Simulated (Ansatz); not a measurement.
**ZrN (rocksalt structure)**

Computed with Ansatz (plane waves, PAW, 420 eV cutoff): PBEsol, scalar-relativistic, no spin polarisation, Γ-centred 12×12×12 mesh, 0.05 eV Gaussian smearing; PAW files: Ansatz's generated set soft_2.

```xyz
2
Lattice="0.0000 2.2758 2.2758 2.2758 0.0000 2.2758 2.2758 2.2758 0.0000" Properties=species:S:1:pos:R:3 pbc="T T T"
Zr    2.2758    2.2758    2.2758
N     0.0000    0.0000    0.0000
```

The start was a prototype's sites filled with these elements; the Crystallography Open Database holds the compound in this structure.

**Question.** Which orbitals carry the states at the Fermi level, and how many states are there?

**Answer.** Within 0.1 eV of it: Zr 4d 79 %, N 2p 20 % (shares among the projected shells). The density of states at the Fermi level is about 0.65 states/eV per cell, averaged over 0.3 eV.

Density of states (tetrahedra, averaged over 0.5 eV; states/eV per cell of 2 atoms; energy in eV from the Fermi level):

```
E (eV)   DOS
 -6.60  1.01
 -6.10  1.08
 -5.60  1.70
 -5.10  2.73
 -4.60  2.81
 -4.10  1.19
 -3.60  0.71
 -3.10  0.18
 -2.60  0.12
 -2.10  0.20
 -1.60  0.29
 -1.10  0.38
 -0.60  0.50
 -0.10  0.63
  0.40  0.71
  0.90  0.82
  1.40  0.82
  1.90  0.94
  2.40  1.27
  2.90  1.77
  3.40  2.18
  3.90  1.68
```

The calculation's cell holds 17 valence electrons, an odd number. Without magnetic order each band takes two, so one stays part-filled and the crystal must be a metal. (Only strong correlation, outside this picture, could make a Mott insulator of it.) A formal count (Zr⁴⁺, N³⁻) leaves 1 electron a formula unit beyond the anions' closed shells. It goes into the bands above the anion p states, which fits the metal found.

Spin polarisation wasn't tried.
